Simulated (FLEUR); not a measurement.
# InP (F-43m) in FLEUR: further runs, part 2 of 2

FLEUR MaX-R8.1 (later development tree).

### 3 Equation of state, PBEsol, 23.66 Å³/atom (volume scaled by 0.94)

Changes to inp.xml since step 2:

```diff
@@ -6,3 +6,3 @@
    <calculationSetup>
-      <cutoffs Kmax="4.85" Gmax="15.0" GmaxXC="15.0" numbands="0"/>
+      <cutoffs Kmax="5.0" Gmax="15.5" GmaxXC="15.5" numbands="0"/>
       <scfLoop itmax="60" minDistance="0.00001" maxIterBroyd="15" imix="Anderson" alpha="0.05" precondParam="0.0" spinf="2.0" sdNocoIR="T"/>
@@ -24,3 +24,3 @@
       <xi:include xmlns:xi="http://www.w3.org/2001/XInclude" href="sym.xml"> </xi:include>
-      <bulkLattice scale="1.0">
+      <bulkLattice scale="0.9795861087">
          <bravaisMatrix>
@@ -34,3 +34,3 @@
       <species name="Indium (In)" element="In" atomicNumber="49">
-         <mtSphere radius="2.42" gridPoints="801" logIncrement="0.016"/>
+         <mtSphere radius="2.35" gridPoints="801" logIncrement="0.016"/>
          <atomicCutoffs lmax="10" lnonsphr="8"/>
@@ -50,3 +50,3 @@
       <species name="Phosphorous (P)" element="P" atomicNumber="15">
-         <mtSphere radius="2.02" gridPoints="669" logIncrement="0.017"/>
+         <mtSphere radius="1.96" gridPoints="669" logIncrement="0.017"/>
          <atomicCutoffs lmax="8" lnonsphr="6"/>
```

Potentials or basis: all-electron, FLAPW.

The run is started by

```bash
$ inpgen -f crystal.txt -profile fastHighL
$ # inp.xml edited to the form shown
$ fleur_MPI
```

The log of the run:

```text
Welcome to FLEUR        (www.flapw.de)
      MaX-Release 8.1          (www.max-centre.eu)

 ========== k-point set info ==========
 Selected k-point list: default-1
 k-point list type: mesh
 8 x 8 x 8
 Number of k points: 29

 ------------Calculation Setup---------------------------
 Number of MPI-tasks      :            1
 Number of PE/node        :            1
 Number of OMP-threads    :            1
 Most efficient MPI parallelization for:
           1          29
 Additional eigenvalue parallelization possible
 Number of basis functions:          762
 Approximate size of matrices (H+S) per k-point:         0.017 GB
 --------------------------------------------------------
 Iteration:     1   Distance:       7.91943250 me/bohr^3
 Iteration:     2   Distance:       7.21132593 me/bohr^3
 Iteration:     3   Distance:       3.53541273 me/bohr^3
 Iteration:     4   Distance:       1.00971888 me/bohr^3
 Iteration:     5   Distance:       0.73999331 me/bohr^3
 Iteration:     6   Distance:       0.20885733 me/bohr^3
 Iteration:     7   Distance:       0.10433725 me/bohr^3
 Iteration:     8   Distance:       0.02306200 me/bohr^3
 Iteration:     9   Distance:       0.00213558 me/bohr^3
 Iteration:    10   Distance:       0.00137587 me/bohr^3
 Iteration:    11   Distance:       0.00030291 me/bohr^3
 Iteration:    12   Distance:       0.00011020 me/bohr^3
 Iteration:    13   Distance:       0.00004688 me/bohr^3
 Iteration:    14   Distance:       0.00000454 me/bohr^3

 ********************************************************************
 Run finished successfully
 Stop message:
   all done
 ********************************************************************
```

out.xml (last iteration):

```text
<iteration numberForCurrentRun="   14" overallNumber="   14">
         <energyParameters units="Htr">
            <atomicEP atomType="1" spin="1" branch="5s" branchLowest="-3.99" branchHighest="1.36" value="-0.0270337217"/>
            <atomicEP atomType="1" spin="1" branch="5p" branchLowest="-2.45" branchHighest="2.10" value="0.1396313253"/>
            <atomicEP atomType="1" spin="1" branch="4d" branchLowest="-15.48" branchHighest="-0.18" value="-0.2773798556"/>
            <atomicEP atomType="1" spin="1" branch="4f" branchLowest="-9.99" branchHighest="2.14" value="0.4597692794"/>
            <loAtomicEP atomType="1" spin="1" branch="4s" branchLowest="-28.53" branchHighest="-3.99" value="-3.9892384972"/>
            <loAtomicEP atomType="1" spin="1" branch="4p" branchLowest="-23.42" branchHighest="-2.45" value="-2.4721869756"/>
            <loAtomicEP atomType="1" spin="1" branch="4p" branchLowest="-23.42" branchHighest="-2.45" value="-2.4721869756"/>
            <loAtomicEP atomType="1" spin="1" branch="4d" branchLowest="-15.48" branchHighest="-0.18" value="-0.2877072134"/>
            <loAtomicEP atomType="1" spin="1" branch="4f" branchLowest="-9.99" branchHighest="2.14" value="0.4597714401"/>
[... 97 lines left out ...]
            <FockExchangeEnergyValence value="0.0000000000"/>
            <FockExchangeEnergyCore value="0.0000000000"/>
            <atomTypeDependentContributions atomType="1">
               <electronNucleiInteractionDifferentMTs value="7120.9402897283"/>
               <MadelungTerm value="-25.1151979708"/>
            </atomTypeDependentContributions>
            <atomTypeDependentContributions atomType="2">
               <electronNucleiInteractionDifferentMTs value="401.4853865499"/>
               <MadelungTerm value="-9.3956937981"/>
            </atomTypeDependentContributions>
            <tkbTimesEntropy value="0.0000000000"/>
            <freeEnergy value="-6222.1368493223"/>
            <extrapolationTo0K value="-6222.1368493223"/>
         </totalEnergy>
         <densityConvergence units="me/bohr^3">
            <chargeDensity spin="1" distance="0.0000045379"/>
         </densityConvergence>
      </iteration>
```

It took 3 min on 1 thread of Arm Neoverse V1, shared host; peak memory 0.08 GiB.

Results:

- Free energy: -169312.9691 eV
- Band gap on the k mesh: 0.94 eV, direct
- Valence electrons inside the program's atomic spheres: In 18.90; P 8.66 (radii In 2.35, P 1.96 bohr)

Caveat: spin-orbit coupling is left out, which moves the levels of the heavy elements.

### 4 Equation of state, PBEsol, 24.16 Å³/atom (volume scaled by 0.96)

Changes to inp.xml since step 3:

```diff
@@ -24,3 +24,3 @@
       <xi:include xmlns:xi="http://www.w3.org/2001/XInclude" href="sym.xml"> </xi:include>
-      <bulkLattice scale="0.9795861087">
+      <bulkLattice scale="0.9864848297">
          <bravaisMatrix>
```

The run is started by

```bash
$ inpgen -f crystal.txt -profile fastHighL
$ # inp.xml edited to the form shown
$ fleur_MPI
```

It took 3.2 min on 1 thread of Arm Neoverse V1, shared host; peak memory 0.09 GiB.

It converged, with:

- Free energy: -169312.9982 eV
- Band gap on the k mesh: 0.83 eV, direct
- Valence electrons inside the program's atomic spheres: In 18.88; P 8.65 (radii In 2.35, P 1.96 bohr)

Caveat: spin-orbit coupling is left out, which moves the levels of the heavy elements.

### 5 Equation of state, PBEsol, 25.17 Å³/atom

Changes to inp.xml since step 4:

```diff
@@ -24,3 +24,3 @@
       <xi:include xmlns:xi="http://www.w3.org/2001/XInclude" href="sym.xml"> </xi:include>
-      <bulkLattice scale="0.9864848297">
+      <bulkLattice scale="1.0000000000">
          <bravaisMatrix>
```

The run is started by

```bash
$ inpgen -f crystal.txt -profile fastHighL
$ # inp.xml edited to the form shown
$ fleur_MPI
```

Run time: 3.6 min. Hardware: 1 thread of Arm Neoverse V1, shared host; peak memory 0.09 GiB.

Results (log left out):

* Free energy: -169313.0248 eV
* Band gap on the k mesh: 0.61 eV, direct
* Valence electrons inside the program's atomic spheres: In 18.85; P 8.62 (radii In 2.35, P 1.96 bohr)

Caveat: spin-orbit coupling is left out, which moves the levels of the heavy elements.

### 6 Equation of state, PBEsol, 26.17 Å³/atom (volume scaled by 1.04)

Changes to inp.xml since step 5:

```diff
@@ -24,3 +24,3 @@
       <xi:include xmlns:xi="http://www.w3.org/2001/XInclude" href="sym.xml"> </xi:include>
-      <bulkLattice scale="1.0000000000">
+      <bulkLattice scale="1.0131594038">
          <bravaisMatrix>
```

Potentials or basis: all-electron, FLAPW.

The run is started by

```bash
$ inpgen -f crystal.txt -profile fastHighL
$ # inp.xml edited to the form shown
$ fleur_MPI
```

Wall time 3.9 min (1 thread of Arm Neoverse V1, shared host); peak memory 0.09 GiB.

Results (log left out):

```yaml
Free_energy: -169313.0162 eV
Band_gap_on_the_k_mesh: 0.40 eV, direct
Valence_electrons_inside_the_program's_atomic_spheres: In 18.82; P 8.60 (radii In 2.35, P 1.96 bohr)
```

Caveat: spin-orbit coupling is left out, which moves the levels of the heavy elements.

### 7 Equation of state, PBEsol, 26.68 Å³/atom (volume scaled by 1.06)

Changes to inp.xml since step 6:

```diff
@@ -24,3 +24,3 @@
       <xi:include xmlns:xi="http://www.w3.org/2001/XInclude" href="sym.xml"> </xi:include>
-      <bulkLattice scale="1.0131594038">
+      <bulkLattice scale="1.0196128224">
          <bravaisMatrix>
```

The run is started by

```bash
$ inpgen -f crystal.txt -profile fastHighL
$ # inp.xml edited to the form shown
$ fleur_MPI
```

Wall time 4.1 min (1 thread of Arm Neoverse V1, shared host); peak memory 0.09 GiB.

It converged, with:

- Free energy: -169313.0011 eV
- Band gap on the k mesh: 0.30 eV, direct
- Valence electrons inside the program's atomic spheres: In 18.80; P 8.59 (radii In 2.35, P 1.96 bohr)

Caveat: spin-orbit coupling is left out, which moves the levels of the heavy elements.

### 8 Equation of state, PBEsol

This step only gathers the single runs of the series.

Results:

```yaml
Equilibrium_volume: 25.39 Å³/atom
Bulk_modulus: 67 GPa
Pressure_derivative_of_the_bulk_modulus: "4.6 (rough: it moves with the points fitted)"
```

Energy against volume, from the lowest point:
```csv
volume (Å³/atom),energy (meV/atom)
23.657,27.86
24.160,13.29
25.167,0.00
26.173,4.28
26.677,11.87
```

### 9 How close it comes

Step 2. Against the measured gap of InP, 1.4236 eV (direct; 1.6 K; a printed reference work, data compilation), the calculated 0.61 eV is off by -0.81 eV. Spin-orbit coupling on In is left out. The value is that of PBEsol, without temperature or zero-point motion. Semilocal functionals fall short of measured gaps as a rule.

Step 8. Measured bulk modulus of InP: 71 GPa (a printed reference work, data compilation). This calculation gives 67 GPa (-6.0 %). The fit is for a static lattice scaled at fixed shape and fixed fractional positions.
